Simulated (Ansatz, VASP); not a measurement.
Rh: VASP beside Ansatz

```
CELL_PARAMETERS angstrom
0.00000 1.89785 1.89785
1.89785 0.00000 1.89785
1.89785 1.89785 0.00000
ATOMIC_POSITIONS crystal
Rh 0.00000 0.00000 0.00000
```

Alike in both runs: task relaxation of cell and atoms; functional revPBE; dispersion D3(BJ); k mesh 12 × 12 × 12; occupations fermi-dirac, width 0.05 eV; no spin polarisation.

```csv
,VASP,Ansatz
version,VASP 6.6.1,Ansatz 0.2.0
potentials or method,"VASP PAW PBE potentials, release 64 (Rh_pv)",Ansatz PAW
plane-wave cutoff (eV),600,420
valence electrons in the cell,15,17
```

```tsv
	VASP	Ansatz	Ansatz less VASP
relaxed volume (Å³/atom)	13.45	13.45	-0.002
relaxed cell length with the largest relative difference (Å)	2.669	2.669	-0.0001
energy change over the relaxation (meV/atom)	-3	-3	0.0
```

The two sets of potentials don't hold the same shells in valence.

Caveats: the PAW data sets were made with another functional, which shifts forces and pressure a little (VASP); pairwise dispersion overbinds metals, which lowers pressure and volume (VASP); the plane-wave basis is chosen anew once the cell has moved, so the energies of steps on either side of that aren't comparable (Ansatz); the PAW data sets come from PBE, with cores solved anew for the run's functional, which leaves a small shift of forces and pressure (Ansatz).
